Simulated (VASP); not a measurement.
# KBr: single point with r2SCAN

KBr:

```
K Br
1.0
     3.86253    0.00000    0.00000
     0.00000    3.86253    0.00000
     0.00000    0.00000    3.97626
K Br
1 1
Direct
  0.00000 0.00000 0.00000
  0.50000 0.50000 0.50000
```

The cell was built by a generator and needn't be a form met in nature.

The cell isn't the ideal one: biaxial_xy strain -2.9%.

- Program: VASP 6.6.1
- Task: single point
- Functional: r2SCAN
- Potentials or basis: VASP PAW PBE potentials, release 64 (K_sv, Br)
- Cutoff: 520 eV
- k mesh: 6 × 6 × 6
- Occupations: gaussian, width 0.01 eV
- Spin: no spin polarisation
- Dipole correction: no
- Further INCAR settings: ALGO = Normal; EDIFF = 1e-06; NBANDS = 15

```
Pressure               : 1.3 GPa
Band gap on the k mesh : 4.92 eV, indirect (least direct gap 5.21 eV)
```

Stress tensor (GPa, compression positive):
```
1.68 0.00 0.00
0.00 1.68 0.00
0.00 0.00 0.43
```

Levels at points of the mesh, in eV from the valence-band top:
```
           k point  band 4  band 5  band 6  band 7  band 8  band 9  band 10  band 11  band 12  band 13
(0.00, 0.00, 0.00)  -12.39  -12.39   -0.49   -0.29   -0.29    4.92     6.14     6.27    10.53    10.53
(0.50, 0.00, 0.00)  -12.36  -12.17   -2.35   -0.47   -0.26    7.59     7.71     9.00     9.53    10.67
(0.50, 0.50, 0.00)  -12.60  -12.34   -1.68   -1.68   -0.16    5.82     7.08     8.55     8.55    11.85
(0.00, 0.00, 0.50)  -12.36  -12.14   -2.33   -0.30   -0.30    7.60     7.66     8.80     9.57    10.85
(0.50, 0.00, 0.50)  -12.56  -12.34   -1.73   -1.64    0.00    5.76     7.34     8.79     8.88    11.78
(0.50, 0.50, 0.50)  -12.55  -12.51   -1.81   -1.81   -1.74    8.15     8.26     8.26    10.44    10.66
```

Run time: 65 s on 1 thread of Intel(R) Xeon(R) 6975P-C (Granite Rapids), with other jobs on the host, peak memory 0.19 GiB.

Caveat: the PAW data sets were made with another functional, which shifts forces and pressure a little. A k mesh can miss the band edges.
